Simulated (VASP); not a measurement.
KCl, 2 atoms in the cell. The structure is cubic, space group Pm-3m (No. 221). The conventional cell has a = 3.720 Å, b = 3.720 Å, c = 3.720 Å, α = 90.00°, β = 90.00°, γ = 90.00°. K (site symmetry m-3m) has 8 Cl at 3.22 Å as nearest neighbours. Cl (site symmetry m-3m) has 8 K at 3.22 Å as nearest neighbours. Measurements of this composition are mostly on another form, of space group No. 225. The cell isn't the ideal one: a relaxed cell with its volume scaled by 0.96.

- Program: VASP 6.6.1
- Task: relaxation of the atoms
- Functional: r2SCAN
- Potentials or basis: VASP PAW PBE potentials, release 64 (K_sv, Cl)
- Cutoff: 600 eV
- k mesh: 8 × 8 × 8
- Occupations: gaussian, width 0.03 eV
- Spin: no spin polarisation
- Further INCAR settings: ALGO = Normal; EDIFF = 1e-07; IBRION = 2; EDIFFG = -0.01; NSW = 40

Potentials or basis: VASP PAW PBE potentials, release 64 (K_sv, Cl).

Command:

```bash
$ cat potpaw_PBE.64/K_sv/POTCAR potpaw_PBE.64/Cl/POTCAR > POTCAR
$ mpirun -np 1 vasp_std > vasp.out
```

Hardware: 1 thread of Intel(R) Xeon(R) Platinum 8488C (Sapphire Rapids), on a shared host.

Task: Estimate the wall time of this run.

Result: Wall time 77 s on 1 thread of Intel(R) Xeon(R) Platinum 8488C (Sapphire Rapids), on a shared host, peak memory 0.18 GiB. Counts: scf iterations 20, k points 35, ion steps 1.
